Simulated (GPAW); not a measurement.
# GaN (F-43m) in GPAW: further runs

The runs below take GaN through band structure, with LDA, PBE, MS2, optB88-vdW.

Everything below comes from runs of GPAW 26.7.0. Logs are shortened: lines on timing, memory, paths and dates and some standing lists are left out, and cuts for length are marked. The log counts tension as positive stress, the text compression.

**Experimental background.**

From a printed reference work, textbook, for a bulk crystal of GaN at 0 K: band gap 3.299 eV (direct).

How close the calculation comes is told below.

### 1 Starting point

Symmetry: F-43m, No. 216, cubic system. Conventional cell: a = 4.507 Å, b = 4.507 Å, c = 4.507 Å, α = 90.00°, β = 90.00°, γ = 90.00°. Ga (site symmetry -43m) is surrounded by 4 N at 1.95 Å. N (site symmetry -43m) has 4 Ga at 1.95 Å as nearest neighbours.

The cell is a database's computed one.

### 2 Band structure, LDA

File run.py:

```python
from ase.dft.bandgap import bandgap
from ase.io import read, write
from ase.units import GPa
from gpaw import GPAW, PW

atoms = read('POSCAR')

calc = GPAW(mode=PW(1600),
            xc='LDA',
            kpts={'size': (10, 10, 10), 'gamma': True},
            occupations={'name': 'fermi-dirac', 'width': 0.05},
            setups='hgh',
            nbands=-7,
            convergence={'density': 1e-05, 'energy': 1e-05},
            maxiter=150,
            txt='gpaw.txt')
atoms.calc = calc
energy = atoms.get_potential_energy()
forces = atoms.get_forces()
stress = atoms.get_stress()
calc.write('gs.gpw')
write('result.traj', atoms)
print(f'Energy: {energy:.6f} eV')
print('Forces (eV/A):')
print(forces.round(4))
print('Stress (GPa):', (stress / GPa).round(3))
print('Fermi level:', round(calc.get_fermi_level(), 4), 'eV')
print(f'Gap: {bandgap(calc)[0]:.4f} eV, direct: {bandgap(calc, direct=True)[0]:.4f} eV')

path = atoms.cell.bandpath('GXWKGLUWLK,UX', npoints=80, eps=1e-4)
bs_calc = calc.fixed_density(kpts=path, symmetry='off', nbands=-15,
                             convergence={'bands': 'CBM+6.0', 'eigenstates': 1e-6}, txt='bands.txt')
bs = bs_calc.band_structure()
bs.write('bs.json')
print(f'Gap on the path: {bandgap(bs_calc)[0]:.4f} eV')
```

File POSCAR:

```
GaN
1.0
    0.0000000000      2.2535006075      2.2535006075
    2.2535006075      0.0000000000      2.2535006075
    2.2535006075      2.2535006075      0.0000000000
Ga N
1 1
Direct
    0.0000000000      0.0000000000      0.0000000000
    0.2500000000      0.2500000000      0.2500000000
```

Potentials or basis: HGH pseudopotentials, pw.

On the command line:

```
$ OMP_NUM_THREADS=1 python run.py
```

gpaw.txt:

```text
__  _  _
 | _ |_)|_||  |
 |__||  | ||/\| - 26.7.0

Input parameters:
  mode=PW(ecut=1600.0),
  convergence={'density': 1e-05, 'energy': 1e-05},
  kpts=MonkhorstPack(size=(10, 10, 10), gamma=True),
  maxiter=150,
  nbands=-7,
  occupations=Occupations(name='fermi-dirac', width=0.05),
  setups={'default': 'hgh'},
  xc=XC(name='LDA')

Diagonalizing LCAO Hamiltonian
Converting LCAO to pw mode

           N
       Ga

Atoms  # Å, Bohr magnetons
|   | symbol |        x |        y |        z |    initial magnetic moments |
|---|--------|----------|----------|----------|-----------------------------|
| 0 |     Ga | 0.000000 | 0.000000 | 0.000000 | ( 0.0000,  0.0000,  0.0000) |
| 1 |      N | 1.126750 | 1.126750 | 1.126750 | ( 0.0000,  0.0000,  0.0000) |

Unit cell  # Å
| periodic |        x |        y |        z |  lengths |    angles |
|----------|----------|----------|----------|----------|-----------|
|      yes | 0.000000 | 2.253501 | 2.253501 | 3.186931 | 60.000000 |
|      yes | 2.253501 | 0.000000 | 2.253501 | 3.186931 | 60.000000 |
|      yes | 2.253501 | 2.253501 | 0.000000 | 3.186931 | 60.000000 |

Number of symmetries: 24
Symmetry operations  # r_c * U_cc + t_c -> r_c
|    | kind |            matrix            |
|----|------|------------------------------|
|  0 |  E   |  1, 0, 0,  0, 1, 0,  0, 0, 1 |
|  1 |  σ   |  1, 0, 0,  0, 0, 1,  0, 1, 0 |
|  2 |  σ   |  1, 0,-1,  0, 1,-1,  0, 0,-1 |
|  3 |  C3  |  1, 0,-1,  0, 0,-1,  0, 1,-1 |
|  4 |  C3  |  1,-1, 0,  0,-1, 1,  0,-1, 0 |
|  5 |  σ   |  1,-1, 0,  0,-1, 0,  0,-1, 1 |
|  6 |  σ   |  0, 1, 0,  1, 0, 0,  0, 0, 1 |
|  7 |  C3  |  0, 1, 0,  0, 0, 1,  1, 0, 0 |
|  8 |  C2  |  0, 1,-1,  1, 0,-1,  0, 0,-1 |
|  9 |  S4  |  0, 1,-1,  0, 0,-1,  1, 0,-1 |
| 10 |  C3  |  0, 0, 1,  1, 0, 0,  0, 1, 0 |
| 11 |  σ   |  0, 0, 1,  0, 1, 0,  1, 0, 0 |
| 12 |  S4  |  0, 0,-1,  1, 0,-1,  0, 1,-1 |
| 13 |  C3  |  0, 0,-1,  0, 1,-1,  1, 0,-1 |
| 14 |  S4  |  0,-1, 1,  1,-1, 0,  0,-1, 0 |
| 15 |  C2  |  0,-1, 1,  0,-1, 0,  1,-1, 0 |
| 16 |  C3  |  0,-1, 0,  1,-1, 0,  0,-1, 1 |
| 17 |  S4  |  0,-1, 0,  0,-1, 1,  1,-1, 0 |
| 18 |  S4  | -1, 1, 0, -1, 0, 1, -1, 0, 0 |
| 19 |  C3  | -1, 1, 0, -1, 0, 0, -1, 0, 1 |
| 20 |  C3  | -1, 0, 1, -1, 1, 0, -1, 0, 0 |
| 21 |  S4  | -1, 0, 1, -1, 0, 0, -1, 1, 0 |
| 22 |  σ   | -1, 0, 0, -1, 1, 0, -1, 0, 1 |
| 23 |  C2  | -1, 0, 0, -1, 0, 1, -1, 1, 0 |

BZ-sampling:
  Number of BZ points: 1000
  Number of IBZ points: 47

  Monkhorst-Pack size: [10, 10, 10]
  Monkhorst-Pack shift: [0.05, 0.05, 0.05]

K-points  # in reciprocal-cell coordinates
|     |                                coordinates |     weight |
|-----|--------------------------------------------|------------|
|   0 | (  0.00000000,   0.00000000,   0.00000000) | 0.00100000 |
|   1 | (  0.10000000,   0.10000000,   0.00000000) | 0.00600000 |
|   2 | (  0.10000000,   0.10000000,   0.10000000) | 0.00800000 |
|   3 | (  0.20000000,   0.10000000,   0.10000000) | 0.01200000 |
|   4 | (  0.20000000,   0.20000000,   0.00000000) | 0.00600000 |
|   5 | (  0.20000000,   0.20000000,   0.10000000) | 0.02400000 |
|   6 | (  0.20000000,   0.20000000,   0.20000000) | 0.00800000 |
|   7 | (  0.30000000,   0.20000000,   0.10000000) | 0.02400000 |
|   8 | (  0.30000000,   0.20000000,   0.20000000) | 0.02400000 |
|   9 | (  0.30000000,   0.30000000,   0.00000000) | 0.00600000 |
| ... |                                            |            |
|  46 | (  0.50000000,   0.50000000,   0.50000000) | 0.00400000 |

Plane wave coefficients: 3383
Cutoff: 1600.0 eV

Spin-components: 1 (collinear spins)
Bands:           11
Projectors:      8
Spin-degeneracy: 2
Datatype:        complex128

Parallelization:
  kpt:    1
  domain: 1
  band:   1

Density:
  Valence electrons: 8.0
  Components: 1
  Grid points: [30 30 30]
  Charge: 0.0  # |e|

Potential:
  Grid points: [30 30 30]

species:
  HGH setup for Ga
      Valence Z=3, rloc=0.56000
      Local part coeffs: zeros
      Projectors:
          l=0, rc=0.61079
          l=1, rc=0.70460
          l=2, rc=0.98258
      Diagonal coefficients of nonlocal parts:
          l=0:  2.36932, -0.24901, -0.55180
          l=1:  0.74630, -0.51313
          l=2:  0.07544

    LCAO basis set for Ga:
      Name: atompaw.sz
      This basis set was not loaded from a file
      Number of radial functions: 2
      Number of spherical harmonics: 4
        l=0, rc=8.9500 Bohr: 1s e=-0.332 f=2.000
        l=1, rc=8.9500 Bohr: 1p e=-0.094 f=1.000
      Number of RI-basis functions 0

  HGH setup for N
      Valence Z=5, rloc=0.28918
      Local part coeffs: -12.23482, 1.76641
      Projectors:
          l=0, rc=0.25661
          l=1, rc=0.27013
      Diagonal coefficients of nonlocal parts:
          l=0: 13.55224
          l=1:  0.00000

    LCAO basis set for N:
      Name: atompaw.sz
      This basis set was not loaded from a file
      Number of radial functions: 2
      Number of spherical harmonics: 4
        l=0, rc=8.9500 Bohr: 1s e=-0.676 f=2.000
        l=1, rc=8.9500 Bohr: 1p e=-0.266 f=3.000
      Number of RI-basis functions 0

Reference energy: 0.000000  # eV

eigensolver:
  PPCG
  Converge bands: occupied
  niter=2

density mixing:
  MSR1-Mixer
  Pratt-step length: 0.05
  Maximum mixing coefficient: 0.75
  Old densities: 10
  SVD Regularization: 0.005
  Good broyden scale: 1.0
  Trust region scale: 1.0
  Backstep threshold: 4.0
  History deletion threshold: 6.0
  Fourier metric: weight=20.0, sigma=0.015

occupation numbers:
  Fermi-Dirac:
    width: 0.0500  # eV

poisson solver:
  ecut: 12800.0  # eV

xc functional:
  name: None

convergence criteria:
- Maximum integral of absolute [dens]ity change: 1e-05 electrons / valence electron
- Maximum [total energy] change in last 3 cyles: 1e-05 eV / valence electron
- Maximum integral of absolute [eigenst]ate change: 4e-08 eV^2 / valence electron
maximum number of iterations: 150

SCF iterations
|iter     | |      energy | eigst |  dens |
|---------|-|-------------|-------|-------|
|iter:   1| | -335.753707 | -0.17 |       |
|iter:   2| | -335.322697 | -1.82 | -0.59 |
|iter:   3| | -334.092501 | -0.68 | -0.65 |
|iter:   4| | -334.080146 | -2.80 | -1.27 |
|iter:   5| | -334.076417 | -3.14 | -1.56 |
|iter:   6| | -334.076418 | -5.36 | -2.93 |
|iter:   7| | -334.076420c| -6.58 | -3.26 |
|iter:   8| | -334.076420c| -7.62c| -4.83 |
|iter:   9| | -334.076420c| -8.51c| -5.47c|

Converged in 9 steps
Energy contributions relative to reference atoms: (reference = 0.000000)

Energy contributions:
  Kinetic:         254.622057
  Coulomb:        -467.133081
  Zero:            -30.754684
  External:          0.000000
  Xc:              -90.810713
  Entropy:          -0.000000
  Spinorbit:         0.000000
  ----------------------------
  Free energy:    -334.076420
  Extrapolated:   -334.076420

dipole moment: (-7.933808, -7.933808, -7.933808)  # |e|*Ang

Fermi level: 5.277
Eigenvalues  # (at kpt = [0.000, 0.000, 0.000])
| band index |      eig [eV] | occ [0-2] |
|------------|---------------|-----------|
|          0 |       -11.257 |     2.000 |
|          1 |         4.301 |     2.000 |
|          2 |         4.301 |     2.000 |
|          3 |         4.301 |     2.000 |
|          4 |         6.532 |     0.000 |
|          5 |        14.701 |     0.000 |
|          6 |        14.701 |     0.000 |
|          7 |        14.701 |     0.000 |
|          8 |        21.871 |     0.000 |
|          9 |        23.355 |     0.000 |
|         10 |        23.356 |     0.000 |

Gap: 2.231 eV
Transition (v -> c):
  (s=0, k=0, n=3, [0.00, 0.00, 0.00]) -> (s=0, k=0, n=4, [0.00, 0.00, 0.00])
No difference between direct/indirect transitions

Forces  # eV/Ang
|       x |        y |        z |
|---------|----------|----------|
| 0.00000 | -0.00000 | -0.00000 |  # Ga   0
| 0.00000 |  0.00000 |  0.00000 |  # N    1

Stress tensor  # eV/Ang^3
|         x |         y |        z |
|-----------|-----------|----------|
|  0.148676 | -0.000000 | 0.000000 |
| -0.000000 |  0.148676 | 0.000000 |
|  0.000000 |  0.000000 | 0.148676 |

# Writing to gs.gpw (mode='')
```

Wall time 44 s (1 thread of Intel Xeon Platinum 8488C (Sapphire Rapids), shared host); peak memory 0.38 GiB.

Results:

```
Free energy             : -334.0764 eV
Pressure                : -23.8 GPa
Band gap on the k mesh  : 2.23 eV, direct
Band gap along the path : 2.23 eV, direct
```

Levels at the corners of the path, in eV from the valence-band top:
```
point  band 1  band 2  band 3  band 4  band 5  band 6
    Γ  -15.56    0.00    0.00    0.00    2.23   10.40
    X  -12.51   -6.13   -2.53   -2.53    3.42    6.70
    W  -12.40   -5.56   -3.69   -3.45    6.32    8.64
    K  -12.50   -5.76   -4.16   -2.04    5.08    8.08
    Γ  -15.56    0.00    0.00    0.00    2.23   10.40
    L  -13.26   -6.91   -0.88   -0.88    4.89    9.02
    U  -12.50   -5.76   -4.16   -2.04    5.08    8.08
    W  -12.40   -5.56   -3.69   -3.45    6.32    8.64
    L  -13.26   -6.91   -0.88   -0.88    4.89    9.02
    K  -12.50   -5.76   -4.16   -2.04    5.08    8.08
    U  -12.50   -5.76   -4.16   -2.04    5.08    8.08
    X  -12.51   -6.13   -2.53   -2.53    3.42    6.70
```

Caveat: so large a pressure means that the cell lies far from this level's equilibrium, or that cutoff or potentials fall short; HGH potentials are hard and often keep d shells in the core, so these values are rough.

(Continued in part 2 of 2.)
